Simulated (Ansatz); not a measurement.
Rows from a G0W0 calculation on Al2GaP3 (zincblende [001] superlattice) (Ansatz 0.2.0; G0W0 on PBEsol, plane waves, PAW; PAW set soft_1; 4×4×2 mesh, 257 empty bands, screening to 60 eV, PAW set soft_1 files), in eV. Spin-orbit coupling is left out.

| row | Σx | Σc | Vxc | Z |
| --- | --- | --- | --- | --- |
| A | -6.58 | -3.70 | -10.71 | 0.79 |
| B | -5.82 | -3.50 | -9.64 | 0.79 |
| C | -5.75 | -3.50 | -9.57 | 0.79 |
| D | -16.42 | 1.71 | -14.49 | 0.77 |
| E | -15.63 | 2.41 | -12.86 | 0.74 |
| F | -5.53 | -3.64 | -9.51 | 0.79 |

Question: Which rows are filled states and which are empty ones, and how can one tell?

Filled: D and E. Empty: A, B, C and F. The sign of Σc tells: for a filled state bare exchange, which holds its interaction with itself, lies below Vxc (Σx − Vxc is -1.9 eV or lower here) and screening gives part back as a positive Σc. For an empty state Σx lies above Vxc (+3.8 eV or more) and the Coulomb hole leaves Σc negative.

[Runs of the session that timed out or met a known fault of the program may be left out.]

[Cells called generated may have been cut or substituted from an entry of the Crystallography Open Database or the Materials Project.]

[Hosts, paths, dates, database ids (printed as entryN), source tags and the programs' standing remarks are cut or masked in the printed files.]
